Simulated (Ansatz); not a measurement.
# BN (F-43m) in Ansatz: further runs

The runs below take BN through relaxation of cell and atoms, with LDA, PBE, PBEsol.

All numbers are computed with Ansatz 0.2.0; they aren't measurements. Logs are shortened: lines on timing, memory, paths and dates and some standing lists are left out, and cuts for length are marked.

## Step 1: The structure

The structure is cubic, space group F-43m (No. 216). The conventional cell has a = 3.626 Å, b = 3.626 Å, c = 3.626 Å, α = 90.00°, β = 90.00°, γ = 90.00°. N (site symmetry -43m) is surrounded by 4 B at 1.57 Å. B (site symmetry -43m) has 4 N at 1.57 Å as nearest neighbours.

The cell is a database's computed one.

## Step 2: Relaxation of cell and atoms, LDA

Contents of input.yaml:

```yaml
crystal:
  lattice:
    - [0.0, 1.813001, 1.813001]
    - [1.813001, 0.0, 1.813001]
    - [1.813001, 1.813001, 0.0]
  atoms:
    - { symbol: "N", position: [0.25, 0.25, 0.25] }
    - { symbol: B, position: [0.0, 0.0, 0.0] }
hamiltonian:
  xc: lda
  pseudopotentials: { kind: paw }
kpoints:
  mp_grid: { grid: [13, 13, 13] }
scf:
  occupations: { method: fermi_dirac, width: 0.05 }
output:
  forces: true
  stress: true
  eigenvalues: true
  write_density: true
  write_potential: true
  elf: true
  volumetric_format: npy
relax:
  f_tol: 0.01
  max_steps: 40
  cell: { stress_tol: 0.05 }
```

Potentials or basis: Ansatz PAW.

The run is started by

```
ansatz run input.yaml --threads 2 --pin off --max-ram 5632MiB --backend cpu --events-out ev --progress --plain --runs-dir out
```

Log:

```text
Warning: RAYON_NUM_THREADS=2 ignored (pool sized by the plan → 2); use --threads N
Engine: ansatz 0.2.0, aarch64-unknown-linux-gnu
Pseudopotentials: kind: paw
Pseudopotential: N, paw, valence charge 5, recommended cutoff 420 eV (normal), N.paw.azcp
Pseudopotential: B, paw, valence charge 3, recommended cutoff 420 eV (normal), B.paw.azcp
Functional definition: SPW92
  exchange = slater_x
  correlation = pw_c
Crystal: 2 atoms, lattice volume = 11.919 Å³
Basis set: ecut = 420 eV, 259 PW (Γ)
Bands: 8, of which v1, the nominal top of the filled ones, is band 4 counted from 1 (3 counted from 0)
Symmetry: 24 space group operations
Space group: F-43m (ITA 216), of the structure as read, at distance tolerance 2.3e-5 Å
k-points: 84 of 2197 (time reversal used)
Non-local potential: N, projectors of the file, l = 0: 2, l = 1: 2, l = 2: 1
Non-local potential: B, projectors of the file, l = 0: 2, l = 1: 2, l = 2: 1
PAW form: soft (Blöchl's): semilocal exchange-correlation on the pseudo side does not see the compensation charge
PAW frozen core: N, regenerated for the run's functional, and the local potential with it (the file was generated under x = pbe(κ = 0.804, μ = 0.2195149727645171), c = pbe(β = 0.06672455060314922))
PAW frozen core: B, regenerated for the run's functional, and the local potential with it (the file was generated under x = pbe(κ = 0.804, μ = 0.2195149727645171), c = pbe(β = 0.06672455060314922))
PAW one-centre angular grid: N, 110 points (default); XC on 64 Gauss nodes
PAW one-centre angular grid: B, 110 points (default); XC on 64 Gauss nodes
Initial density: superposition of atomic densities (neutral atoms: chi_scale 0, normalization atom), corrected by the library's trained network
Initial wavefunctions: pseudopotential atomic-orbital guess
Functional: x = slater, c = lda
SCF iter   1: F=—  HF=-526.449940 eV  |F-HF|=—  |Δ(HF+E_count)|=         —  Δρ=7.23e-3  dr2=4.52e-3  ethr=1.77e-3  ⟨swp⟩=4.3  Hψ=4239  notcnv=0
preconditioner: auto → none  [insulator: Δε(μ)=4.369 eV  Ē_g=19.685 eV  σ=0.050 eV  W_gap=1.00  n_scr=0 (ndim 8)  ℏωp=30.4 eV  f_vac=0.000  D(μ)=0.00/eV (n_scr^D=0)  ε∞_Penn≈3.4]
SCF iter   2: F=—  HF=-526.448727 eV  |F-HF|=—  |Δ(HF+E_count)|=   1.21e-3  Δρ=3.20e-3  dr2=4.47e-4  ethr=5.65e-5  ⟨swp⟩=2.1  Hψ=1515  notcnv=0
SCF iter   3: F=—  HF=-526.448589 eV  |F-HF|=—  |Δ(HF+E_count)|=   1.38e-4  Δρ=1.34e-3  dr2=7.52e-5  ethr=5.59e-6  ⟨swp⟩=2.2  Hψ=989  notcnv=0
SCF iter   4: F=—  HF=-526.448567 eV  |F-HF|=—  |Δ(HF+E_count)|=   2.12e-5  Δρ=4.13e-4  dr2=7.19e-6  ethr=9.40e-7  ⟨swp⟩=1.0  Hψ=672  notcnv=0
SCF iter   5: F=—  HF=-526.448565 eV  |F-HF|=—  |Δ(HF+E_count)|=   2.05e-6  Δρ=6.08e-5  dr2=1.64e-7  ethr=8.99e-8  ⟨swp⟩=1.0  Hψ=672  notcnv=0
SCF iter   6: F=-526.448565 eV  HF=-526.448565 eV  |F-HF|=1.10e-10  |Δ(HF+E_count)|=   2.53e-8  Δρ=3.77e-6  dr2=6.81e-10  ethr=1.25e-9  ⟨swp⟩=7.5  Hψ=3510  notcnv=0
SCF 1 converged in 6 iterations: F = -526.448565 eV  dr2 = 6.81e-10
relax step   1: F+E_penalty+E_count = -526.44856530 eV  Δ(F+E_penalty+E_count) = +0.000e0 eV  max|allowed force component| = 4.348e-16 eV/Å  Δτ_max = 0.0000 Å  P = -14.203 GPa  Ω = 11.919 Å³  (6 SCF iters, dr2 threshold 1.00e-7 eV, accepted)
Crystal: 2 atoms, lattice volume = 11.660 Å³
Initial density: handed on by an earlier stage of this run
Initial wavefunctions: those handed on with the density
iter 1 solved again at ethr=4.03e-5 eV; its pass at ethr=3.10e-3 eV (dr2=3.22e-3 eV) is discarded
SCF iter   1: F=—  HF=-526.468314 eV  |F-HF|=—  |Δ(HF+E_count)|=         —  Δρ=5.63e-3  dr2=3.16e-3  ethr=4.03e-5  ⟨swp⟩=1.0  Hψ=4957  notcnv=0
preconditioner: auto → none  [insulator: Δε(μ)=4.505 eV  Ē_g=20.036 eV  σ=0.050 eV  W_gap=1.00  n_scr=0 (ndim 8)  ℏωp=30.8 eV  f_vac=0.000  D(μ)=0.00/eV (n_scr^D=0)  ε∞_Penn≈3.4]
SCF iter   2: F=—  HF=-526.467198 eV  |F-HF|=—  |Δ(HF+E_count)|=   1.12e-3  Δρ=2.05e-3  dr2=3.66e-4  ethr=3.95e-5  ⟨swp⟩=2.5  Hψ=1201  notcnv=0
SCF iter   3: F=—  HF=-526.467074 eV  |F-HF|=—  |Δ(HF+E_count)|=   1.24e-4  Δρ=6.61e-4  dr2=4.49e-5  ethr=4.58e-6  ⟨swp⟩=2.0  Hψ=995  notcnv=0
SCF iter   4: F=—  HF=-526.467060 eV  |F-HF|=—  |Δ(HF+E_count)|=   1.49e-5  Δρ=9.94e-5  dr2=3.92e-7  ethr=5.62e-7  ⟨swp⟩=2.3  Hψ=1035  notcnv=0
[... 26 lines left out ...]
preconditioner: auto → none  [insulator: Δε(μ)=4.466 eV  Ē_g=20.240 eV  σ=0.050 eV  W_gap=1.00  n_scr=0 (ndim 8)  ℏωp=31.0 eV  f_vac=0.000  D(μ)=0.00/eV (n_scr^D=0)  ε∞_Penn≈3.3]
SCF iter   2: F=—  HF=-526.468612 eV  |F-HF|=—  |Δ(HF+E_count)|=   3.51e-8  Δρ=1.66e-4  dr2=4.89e-7  ethr=2.73e-8  ⟨swp⟩=2.5  Hψ=1007  notcnv=0
SCF iter   3: F=—  HF=-526.468612 eV  |F-HF|=—  |Δ(HF+E_count)|=   1.80e-8  Δρ=5.63e-5  dr2=1.01e-7  ethr=6.11e-9  ⟨swp⟩=2.0  Hψ=914  notcnv=0
SCF iter   4: F=—  HF=-526.468612 eV  |F-HF|=—  |Δ(HF+E_count)|=   5.95e-9  Δρ=5.60e-6  dr2=9.41e-10  ethr=1.26e-9  ⟨swp⟩=2.7  Hψ=1013  notcnv=0
SCF iter   5: F=-526.468612 eV  HF=-526.468612 eV  |F-HF|=5.68e-13  |Δ(HF+E_count)|=  1.52e-10  Δρ=3.86e-7  dr2=4.44e-12  ethr=1.00e-12  ⟨swp⟩=4.0  Hψ=2912  notcnv=0
SCF 5 converged in 5 iterations: F = -526.468612 eV  dr2 = 4.44e-12
relax step   5: F+E_penalty+E_count = -526.46861182 eV  Δ(F+E_penalty+E_count) = +3.138e-3 eV  max|allowed force component| = 1.827e-16 eV/Å  Δτ_max = 0.0000 Å  P = -0.448 GPa  Ω = 11.489 Å³  stress off target by 4.48e-1 GPa  SCF on the basis re-selected at this cell (its energy is not comparable with the rows above)  (5 SCF iters)
basis re-selected at this cell: Δ(F+E_penalty+E_count) = +3.138e-3 eV, ΔP = -0.443 GPa vs the last step (what re-selecting the basis moved, of the pressure what is left beyond the Pulay correction that the steps carried, after the strain that the cell walked since its last selection, with what the two solves' SCF thresholds leave and, on support functions, any second-order correction that the steps lacked; it is no measure of the basis error at this ecutwfc). This SCF's stress stands 4.48e-1 GPa from its target on what of the cell is left free (relax.cell.stress_tol is 5.00e-2 GPa) and its largest allowed force component is 1.83e-16 eV/Å (relax.f_tol is 1.00e-2 eV/Å): not within both, so this SCF does not close the relaxation
Crystal: 2 atoms, lattice volume = 11.476 Å³
iter 1 solved again at ethr=1.06e-7 eV; its pass at ethr=3.10e-3 eV (dr2=8.48e-6 eV) is discarded
SCF iter   1: F=—  HF=-526.468738 eV  |F-HF|=—  |Δ(HF+E_count)|=         —  Δρ=2.91e-4  dr2=8.26e-6  ethr=1.06e-7  ⟨swp⟩=1.0  Hψ=4643  notcnv=0
preconditioner: auto → none  [insulator: Δε(μ)=4.471 eV  Ē_g=20.256 eV  σ=0.050 eV  W_gap=1.00  n_scr=0 (ndim 8)  ℏωp=31.0 eV  f_vac=0.000  D(μ)=0.00/eV (n_scr^D=0)  ε∞_Penn≈3.3]
SCF iter   2: F=—  HF=-526.468735 eV  |F-HF|=—  |Δ(HF+E_count)|=   2.92e-6  Δρ=1.05e-4  dr2=9.32e-7  ethr=1.03e-7  ⟨swp⟩=2.5  Hψ=1023  notcnv=0
SCF iter   3: F=-526.468735 eV  HF=-526.468735 eV  |F-HF|=6.24e-8  |Δ(HF+E_count)|=   3.19e-7  Δρ=3.36e-5  dr2=1.13e-7  ethr=2.50e-9  ⟨swp⟩=8.7  Hψ=4590  notcnv=0
SCF 6 converged in 3 iterations: F = -526.468735 eV  dr2 = 1.13e-7
relax step   6: F+E_penalty+E_count = -526.46873460 eV  Δ(F+E_penalty+E_count) = -1.228e-4 eV  max|allowed force component| = 1.515e-16 eV/Å  Δτ_max = 0.0000 Å  P = -0.007 GPa  Ω = 11.476 Å³  energy of the carried Pulay correction = +1.052e-4 eV  (3 SCF iters, dr2 threshold 2.00e-7 eV, accepted)
iter 1 solved again at ethr=4.06e-9 eV; its pass at ethr=3.10e-3 eV (dr2=3.25e-7 eV) is discarded
SCF iter   1: F=—  HF=-526.468591 eV  |F-HF|=—  |Δ(HF+E_count)|=         —  Δρ=3.68e-5  dr2=1.09e-7  ethr=4.06e-9  ⟨swp⟩=3.0  Hψ=6481  notcnv=0
preconditioner: auto → none  [insulator: Δε(μ)=4.469 eV  Ē_g=20.256 eV  σ=0.050 eV  W_gap=1.00  n_scr=0 (ndim 8)  ℏωp=31.0 eV  f_vac=0.000  D(μ)=0.00/eV (n_scr^D=0)  ε∞_Penn≈3.3]
SCF iter   2: F=—  HF=-526.468591 eV  |F-HF|=—  |Δ(HF+E_count)|=   3.14e-8  Δρ=1.72e-5  dr2=1.63e-8  ethr=1.36e-9  ⟨swp⟩=2.0  Hψ=931  notcnv=0
SCF iter   3: F=—  HF=-526.468591 eV  |F-HF|=—  |Δ(HF+E_count)|=   4.15e-9  Δρ=6.12e-6  dr2=3.44e-9  ethr=2.04e-10  ⟨swp⟩=2.0  Hψ=1008  notcnv=0
SCF iter   4: F=—  HF=-526.468591 eV  |F-HF|=—  |Δ(HF+E_count)|=   1.01e-9  Δρ=1.04e-6  dr2=3.47e-11  ethr=4.30e-11  ⟨swp⟩=2.2  Hψ=988  notcnv=0
SCF iter   5: F=-526.468591 eV  HF=-526.468591 eV  |F-HF|=0.00e0  |Δ(HF+E_count)|=  5.46e-12  Δρ=4.17e-8  dr2=4.60e-14  ethr=1.00e-12  ⟨swp⟩=5.0  Hψ=2227  notcnv=0
SCF 7 converged in 5 iterations: F = -526.468591 eV  dr2 = 4.60e-14
relax step   7: F+E_penalty+E_count = -526.46859100 eV  Δ(F+E_penalty+E_count) = +1.436e-4 eV  max|allowed force component| = 1.307e-16 eV/Å  Δτ_max = 0.0000 Å  P = -0.013 GPa  Ω = 11.476 Å³  stress off target by 1.27e-2 GPa  SCF on the basis re-selected at this cell (its energy is not comparable with the rows above)  (5 SCF iters)
basis re-selected at this cell: Δ(F+E_penalty+E_count) = +1.436e-4 eV, ΔP = -0.005 GPa vs the last step (what re-selecting the basis moved, of the pressure what is left beyond the Pulay correction that the steps carried, after the strain that the cell walked since its last selection, with what the two solves' SCF thresholds leave and, on support functions, any second-order correction that the steps lacked; it is no measure of the basis error at this ecutwfc). This SCF's stress stands 1.27e-2 GPa from its target on what of the cell is left free (relax.cell.stress_tol is 5.00e-2 GPa) and its largest allowed force component is 1.31e-16 eV/Å (relax.f_tol is 1.00e-2 eV/Å): within both
SCF converged after 5 iterations
Free energy (F): -526.468591 eV
Harris-Foulkes:  -526.468591 eV  (|F-HF|=0.00e0)
Internal energy: -526.468591 eV  (E = F + TS)
E sigma→0 (E₀):  -526.468591 eV
Fermi energy:    13.617752 eV
--- Per-component energies (eV) ---
  E_band       = 27.369045
  E_kinetic    = 186.871461
  E_local      = -173.757684  (includes V_loc(G=0)·N_el)
  E_nonlocal   = 58.775170
  E_hartree    = 47.869151
  E_xc         = -92.988141
  E_vxc        = -116.099549  (∫ρ·V_xc dr)
  E_paw        = -191.532889  (= ΣΔE_a)
  E_vpaw       = -24.158755  (= ΣTr[D̂ρ^β])
  E_aug_tail   = 0.000098  (compensation charges beyond the density's cutoff)
  E_ewald      = -361.831637
  E_core_change = 0.125878  (= ΣΔE_core)
  E_smearing   = -0.000000  (= −TS)
  E_closure    = 0.000000  (closes the sum)
  Σ components = -526.468591   (vs F -526.468591, Δ=0.00e0)
--- Forces (eV/Å), atoms counted from 1 ---
  atom   1  N     -0.00000000    -0.00000000    -0.00000000
  atom   2  B      0.00000000    -0.00000000    -0.00000000
  max |Σ_I F_I| component: 3.31e-16 eV/Å
--- Stress (GPa, compression-positive) ---
       -0.012746       0.000000       0.000000
       -0.000000      -0.012746       0.000000
       -0.000000       0.000000      -0.012746
  P = ⅓ Tr σ = -0.0127 GPa (-0.127 kbar)
--- Band table (eV; the first three rows and the last of 84) ---
  k-point 0: bands = ["-9.0137", "11.3927", "11.3927", "11.3927", "20.2224", "20.2224", "20.2224", "22.2687"]
  k-point 1: bands = ["-8.8658", "10.5960", "11.2292", "11.2292", "20.4552", "20.4652", "20.4652", "22.7122"]
  k-point 2: bands = ["-8.4260", "8.7058", "10.8266", "10.8266", "20.8497", "21.0492", "21.0492", "23.8101"]
  k-point 83: bands = ["-2.9216", "3.4263", "4.2422", "5.1133", "20.8323", "24.5631", "25.7915", "27.1407"]
--- Relaxed structure (5 steps of the walk, 5 accepted, 2 SCFs on fresh bases) ---
  F+E_penalty+E_count = -526.46859100 eV   max|allowed force component| = 1.307e-16 eV/Å   (the final SCF, on the basis selected at the relaxed cell)
  cell:  # Å, volume = 11.4761 Å³
    - [2.8764096638336986e-34, 1.7902808587852803, 1.7902808587852803]
    - [1.7902808587852803, 1.2449239890915227e-33, 1.7902808587852803]
    - [1.7902808587852803, 1.7902808587852803, 1.590454135440276e-33]
  atoms:
    - { symbol: N, position: [0.25, 0.25, 0.25] }
    - { symbol: B, position: [-2.3486532751050072e-34, 1.8175090715476909e-34, 2.962788760468154e-34] }
```

Run time: 4.9 s. Hardware: 2 threads of Arm Neoverse V1, shared host; peak memory 0.27 GiB.

What came out:

* Free energy: -526.4686 eV
* Relaxed volume: 5.74 Å³/atom
* Relaxed cell: a = 2.532 Å, b = 2.532 Å, c = 2.532 Å, α = 60.00°, β = 60.00°, γ = 60.00°
* Space group after relaxing (to 0.05 Å): F-43m (No. 216)
* Energy gained by relaxing: 10.0 meV/atom
* Ionic steps: 7
* Pressure after relaxing: 0.0 GPa
* Band gap on the k mesh: 4.47 eV, indirect (least direct gap 8.83 eV)

Step by step:
```tsv
step	energy change (eV)	largest force (eV/Å)	volume (Å³)
1	0.0000	0.0000	11.92
2	-0.0185	0.0000	11.66
3	-0.0232	0.0000	11.48
4	-0.0232	0.0000	11.49
5	-0.0200	0.0000	11.49
6	-0.0202	0.0000	11.48
7	-0.0200	0.0000	11.48
```

Final structure:
```
N B
1.0
     0.00000    1.79028    1.79028
     1.79028    0.00000    1.79028
     1.79028    1.79028    0.00000
N B
1 1
Direct
  0.25000 0.25000 0.25000
  0.00000 0.00000 0.00000
```

Caveat: odd divisions of the mesh miss points on the zone boundary, where band edges often lie, so the gap on the mesh can be too wide; the plane-wave basis is chosen anew once the cell has moved, so the energies of steps on either side of that aren't comparable; the pressure holds a Pulay correction of +1.4 GPa for the finite cutoff; the PAW data sets come from PBE, with cores solved anew for the run's functional, which leaves a small shift of forces and pressure. A k mesh can miss the band edges.

(Part 1 of 2 ends here.)
